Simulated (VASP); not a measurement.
Here is a VASP 6.6.1 calculation.

INCAR

```
SYSTEM = MgS
ALGO = Fast
EDIFF = 1E-6
ENCUT = 520
GGA = CA
ISIF = 2
ISMEAR = 0
LASPH = .True.
LCHARG = .False.
LREAL = .False.
LWAVE = .False.
NBANDS = 11
NELM = 100
PREC = Accurate
SIGMA = 0.02
```

Contents of KPOINTS:

```
k-points
0
Gamma
  8 8 8
  0 0 0
```

The input POSCAR:

```
MgS
1.0
    0.0000000000      2.7969475073      2.7969475073
    2.7969475073      0.0000000000      2.7969475073
    2.7969475073      2.7969475073      0.0000000000
Mg S
1 1
Direct
    0.0000000000      0.0000000000      0.0000000000
    0.2500000000      0.2500000000      0.2500000000
```

Potentials or basis: VASP PAW LDA potentials, release 64 (Mg, S).

Run with:

```console
$ cat potpaw_LDA.64/Mg/POTCAR potpaw_LDA.64/S/POTCAR > POTCAR
$ mpirun -np 1 vasp_std > vasp.out
```

**Question.** Predict the pressure.

**Answer.** -0.3 GPa.

**Question.** Predict the band gap on the k mesh.

**Answer.** 3.38 eV, direct.

A k mesh can miss the band edges. As with any semilocal functional, this LDA gap is likely too small.
